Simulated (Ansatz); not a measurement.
Equation of state of BaTiO3 from a dense series

```xyz
5
Lattice="2.8277 1.6326 2.3177 -2.8277 1.6326 2.3177 0.0000 -3.2651 2.3177" Properties=species:S:1:pos:R:3 pbc="T T T"
Ba    0.0000    0.0000    0.0000
Ti    0.0000    0.0000    3.5739
O     0.0000   -1.5996    4.5536
O    -1.3853    0.7998    4.5536
O     1.3853    0.7998    4.5536
```

Atoms are numbered in the order listed.

Conventional cell: a = 5.655 Å, b = 5.655 Å, c = 6.953 Å, α = 90.00°, β = 90.00°, γ = 120.00°. Ba (atom 1) has 12 O at 2.79 to 2.88 Å as nearest neighbours. Around Ti (atom 2) lie 6 O at 1.88 to 2.14 Å. Around O (atom 3) lie 2 Ti at 1.88 to 2.14 Å.

The cell is COD entry 9014756, as deposited and not checked against the literature; nothing was relaxed.

Spin–orbit coupling is left out, though it moves levels of the heavy atoms by tenths of an eV or more.

Theory: Ansatz 0.2.0, DFT, PBE, all-electron LAPW, scalar-relativistic.

Numerical set-up: a Γ-centred 9×9×9 k mesh, Fermi–Dirac smearing of 0.05 eV, basis error target 1 meV/atom, no spin polarisation.

The cell is scaled evenly. Fractional coordinates are held (clamped ions).

| V (Å³/atom) | P (GPa) |
| --- | --- |
| 12.069 | 17.66 |
| 12.326 | 12.98 |
| 12.582 | 8.78 |
| 12.711 | 6.84 |
| 12.839 | 5.00 |
| 12.968 | 3.26 |
| 13.096 | 1.60 |
| 13.610 | -4.20 |

Q: Fit a third-order Birch–Murnaghan curve to the pressures.

A: P = (3B0/2)(y^(7/2) − y^(5/2))[1 + (3/4)(B0′ − 4)(y − 1)] with y = (V0/V)^(2/3) fits within 0.01 GPa for V0 = 13.228 Å³/atom, B0 = 157.1 GPa and B0′ = 4.44.

Q: Predict the pressure at the withheld volume, 13.353 Å³/atom.

A: There y = 0.9937, so the fit gives -1.45 GPa; the run gave -1.45 GPa.
